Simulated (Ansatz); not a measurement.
AlN at a changed volume: ²⁷Al NMR of the central transition

Cell: a COD entry, relaxed with PBE at fixed cell and then changed (volume scaled by 0.96, ions relaxed).

```
Al N
1.0
     3.06797    0.00000    0.00000
    -1.53398    2.65694    0.00000
     0.00000    0.00000    4.91269
Al N
2 2
Direct
  0.66667 0.33333 0.00000
  0.33333 0.66667 0.50000
  0.66667 0.33333 0.38200
  0.33333 0.66667 0.88200
```

Sites (sets of like atoms) are named by element and the number of their first atom in this list.

The numbers come from a DFT calculation in Ansatz (PBE, plane waves and PAW, scalar-relativistic, 420 eV cutoff, Γ-centred 11×11×6 k-points, Fermi–Dirac smearing 0.02 eV).

²⁷Al has I = 5/2 and Q = 146.6 mb (Pyykkö 2018); at 11.7 T its Larmor frequency is ν₀ = 129.9 MHz. Only the quadrupole interaction is simulated: positions count from each site's isotropic chemical shift, and J coupling is left out, as are shift anisotropy and dipolar coupling, which fast spinning averages.

**Question.** Simulate the second-order pattern (fast magic-angle spinning, Gaussian broadening 0.01 kHz) of site Al (4 N at 1.86–1.88 Å; also 1 N at 3.04 Å).

**Answer.** The calculation gives C_Q = 1.87 MHz and η = 0.00, so ν_Q = 0.281 MHz and the centre of gravity lies at -1.25 ppm (-0.162 kHz).

| offset (kHz) | height |
| --- | --- |
| -0.4192 | 0 |
| -0.4027 | 4 |
| -0.3861 | 6 |
| -0.3696 | 6 |
| -0.3531 | 6 |
| -0.3365 | 7 |
| -0.3200 | 7 |
| -0.3034 | 7 |
| -0.2869 | 8 |
| -0.2704 | 8 |
| -0.2538 | 81 |
| -0.2373 | 73 |
| -0.2207 | 53 |
| -0.2042 | 47 |
| -0.1877 | 44 |
| -0.1711 | 43 |
| -0.1546 | 43 |
| -0.1380 | 45 |
| -0.1215 | 48 |
| -0.1049 | 53 |
| -0.0884 | 64 |
| -0.0719 | 100 |
| -0.0553 | 87 |
| -0.0388 | 0 |

An axis of threefold or higher order runs through Al, so V_zz lies along it and η is zero.

At this changed cell the PBE pressure is 13 GPa.

The relaxation (2 steps) took 6.9 s of wall time (6.9 s of CPU time) and 0.42 GiB at its peak, on 1 thread of Intel Xeon Platinum 8259CL CPU @ 2.50GHz (Skylake/Cascade Lake) (x86_64; 16 cores open to the job, memory cap 3.0 GiB, no GPU), a shared host with a load of 0.4 a core.
